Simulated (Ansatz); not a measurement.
# Fe (dhcp): energy against volume

Theory: DFT, PBE, plane waves (420 eV) with PAW, scalar-relativistic in Ansatz.

The cell is scaled uniformly from the relaxed one, with fractional coordinates and shape fixed. Energies are extrapolated to zero smearing, pressures are those at the given smearing. Magnetic state: spin not included. It is not the lowest magnetic state of this structure.

A Birch-Murnaghan fit gives V₀ = 10.24 Å³/atom, B₀ = 288 GPa, B₀′ = 4.6.

Q: What are the energy above the minimum and the pressure at 9.441 Å³/atom?

A: 65.3 meV/atom and 28.76 GPa as computed.

Q: What are the energy above the minimum and the pressure at 9.851 Å³/atom?

A: 14.3 meV/atom and 12.76 GPa as computed.

Q: What are the energy above the minimum and the pressure at 10.672 Å³/atom?

A: 15.1 meV/atom and -10.22 GPa as computed.
